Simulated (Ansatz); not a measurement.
# ZrB2: equation of state with PBE

ZrB2:

```
Zr B
1.0
     3.17000    0.00000    0.00000
    -1.58500    2.74530    0.00000
     0.00000    0.00000    3.53300
Zr B
1 2
Direct
  0.00000 0.00000 0.00000
  0.66667 0.33333 0.50000
  0.33333 0.66667 0.50000
```

```
Program             : Ansatz 0.2.0
Task                : equation of state
Functional          : PBE
Potentials or basis : Ansatz PAW
Cutoff              : 420 eV
Density cutoff      : 1680 eV
k mesh              : 10 × 10 × 8
Occupations         : fermi-dirac, width 0.05 eV
Spin                : no spin polarisation
```

```json
{
 "Equilibrium volume": "10.28 Å³/atom",
 "Bulk modulus at fixed shape and positions": "239 GPa",
 "Pressure derivative of the bulk modulus": "3.9"
}
```

Energy against volume, from the lowest point:
```csv
volume (Å³/atom),energy (meV/atom)
9.634,33.86
9.839,15.25
10.044,4.20
10.249,0.00
10.454,1.97
10.659,9.58
10.864,22.29
```

All runs of the series together: 6.6 s on 2 threads of Arm Neoverse V2, with other jobs on the host.

Caveat: the cell was scaled at fixed shape and fractional positions, which overstates the stiffness of a crystal with free parameters, most of all of layers and chains.
